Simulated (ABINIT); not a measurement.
Ta:

```
CELL_PARAMETERS angstrom
-1.65128 1.65128 1.65128
1.65128 -1.65128 1.65128
1.65128 1.65128 -1.65128
ATOMIC_POSITIONS crystal
Ta 0.00000 0.00000 0.00000
```

Base run:

- Program: ABINIT 10.8.3 (patched build)
- Functional: PBE
- Potentials or basis: PseudoDojo NC SR PBE v0.5 standard
- Cutoff: 789 eV
- k mesh: 11 × 11 × 11
- Occupations: fermi-dirac, width 0.05 eV
- Spin: no spin polarisation

Its results: band gap on the k mesh none (metal or under the smearing width); pressure 2.5 GPa.

**Question.** The run is repeated on the same cell with these changes: potentials or basis from PseudoDojo NC SR PBE v0.5 standard to SG15 NC PBE v1.2; cutoff from 789 eV to 816 eV; valence electrons from 13 to 27. What comes out?

**Answer.** Band gap on the k mesh none (metal or under the smearing width); pressure 3.0 GPa.

Caveats: spin-orbit coupling is left out, which moves the levels of the heavy elements.
